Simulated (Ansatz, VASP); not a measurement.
One calculation of Ti, two programs

Contents of POSCAR:

```
Ti
1.0
    0.0000000000      2.0589758972      2.0589758972
    2.0589758972      0.0000000000      2.0589758972
    2.0589758972      2.0589758972      0.0000000000
Ti
1
Direct
    0.0000000000      0.0000000000      0.0000000000
```

Contents of INCAR.step1:

```
SYSTEM = Ti
PREC = Accurate
ENCUT = 520
ISMEAR = 0
SIGMA = 0.05
LREAL = .False.
LASPH = .True.
NELM = 60
NBANDS = 12
GGA = PE
ALGO = Normal
EDIFF = 1E-4
LWAVE = .True.
LCHARG = .False.
```

The input INCAR.step2:

```
SYSTEM = Ti
PREC = Accurate
ENCUT = 520
EDIFF = 1E-6
ISMEAR = 0
SIGMA = 0.05
LREAL = .False.
LASPH = .True.
NELM = 60
ALGO = Normal
ISIF = 2
LWAVE = .False.
LCHARG = .True.
METAGGA = R2SCAN
LMIXTAU = .True.
LELF = .True.
LVHAR = .True.
NBANDS = 12
ISTART = 1
```

Contents of KPOINTS:

```
regular mesh
0
Gamma
  18 18 18
  0 0 0
```

Input for Ansatz:

```yaml
crystal:
  lattice:
    - [0.0, 2.0589758972, 2.0589758972]
    - [2.0589758972, 0.0, 2.0589758972]
    - [2.0589758972, 2.0589758972, 0.0]
  atoms:
    - { symbol: Ti, position: [0.0, 0.0, 0.0] }
basis:
  ecutwfc: 600
  ecutrho_ratio: 5
kpoints:
  mp_grid: { grid: [18, 18, 18] }
hamiltonian:
  xc: r2scan
scf:
  occupations: { method: gaussian, width: 0.05 }
output:
  forces: true
  stress: true
  eigenvalues: true
```

The cell was built by a generator and needn't be a form met in nature.

Alike in both runs: task single point; functional r2SCAN; k mesh 18 × 18 × 18; occupations gaussian, width 0.05 eV; no spin polarisation.

```csv
,VASP,Ansatz
version,VASP 6.6.1,Ansatz 0.2.0
potentials or method,"VASP PAW PBE potentials, release 64 (Ti_sv)","scalar-relativistic, plane waves, PAW"
plane-wave cutoff (eV),520,600
valence electrons in the cell,12,12
```

Ansatz gave:

```
gap on the k mesh at the Fermi level (eV) : none
pressure (GPa)                            : -0.6
```

Estimate VASP's values.

gap on the k mesh at the Fermi level (eV): none; pressure (GPa): -0.2.

A gap of «none» marks a metal or a gap that the smearing closes.

Caveats: the PAW data sets were made with another functional, which shifts forces and pressure a little (VASP).
